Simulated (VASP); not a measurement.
Sn: single point with r2SCAN

Sn:

```
Sn
1.0
     0.00000    3.26954    3.26954
     3.26954    0.00000    3.26954
     3.26954    3.26954    0.00000
Sn
2
Direct
  0.50000 0.50000 0.50000
  0.75000 0.75000 0.75000
```

This isn't the form of Sn at room conditions, which is tetragonal (white tin).

```json
{
  "Program": "VASP 6.6.1",
  "Task": "single point",
  "Functional": "r2SCAN",
  "Potentials or basis": "VASP PAW PBE potentials, release 64 (Sn_d)",
  "Cutoff": "520 eV",
  "k mesh": "12 × 12 × 12",
  "Occupations": "gaussian, width 0.1 eV",
  "Spin": "no spin polarisation",
  "Further INCAR settings": "ALGO = Normal; EDIFF = 1e-06"
}
```

```
Pressure               : 0.5 GPa
Band gap on the k mesh : none (metal or under the smearing width)
```

Levels at points of the mesh, in eV from the Fermi level:
```
           k point  band 11  band 12  band 13  band 14  band 15  band 16  band 17  band 18
(0.00, 0.00, 0.00)   -10.99    -0.54    -0.01    -0.01    -0.01     2.21     2.21     2.21
(0.50, 0.00, 0.00)    -9.32    -6.52    -1.24    -1.24     0.08     3.35     3.35     5.95
(0.50, 0.50, 0.00)    -7.79    -7.79    -2.61    -2.61     0.93     0.93     8.00     8.00
```

Wall time 2.7 min on 1 thread of Intel(R) Xeon(R) 6975P-C (Granite Rapids), on a shared host, peak memory 0.25 GiB.

Caveat: the PAW data sets were made with another functional, which shifts forces and pressure a little.
